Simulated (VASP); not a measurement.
Input:

```
CoPt
1.0
    2.63189     0.00000     0.00000
    0.00000     2.63189     0.00000
    0.00000     0.00000     3.61773
Co Pt
1 1
Direct
  0.00000   0.00000   0.00000
  0.50000   0.50000   0.50000
```
Starting moments (μB, in the order of the record's atoms Co Pt): 1.8 0.4.

Computed with PBEsol GGA, VASP's PBE PAW potentials (set 64) (plane waves; VASP). Settings: 520 eV cut-off, 14×14×10 Γ-centred mesh, first-order Methfessel-Paxton smearing of 0.10 eV, potentials Co Pt.

**Question.** Give the stress tensor in GPa (positive for a compressed cell).

**Answer.** 
```
8.18  0.00  0.00
0.00  8.18  0.00
0.00  0.00  8.24
```
The pressure is its mean diagonal, 8.20 GPa.

The compound is CoPt in the L1_0 structure. This cell is one point of a volume scan, at 0.97 of the reference volume.
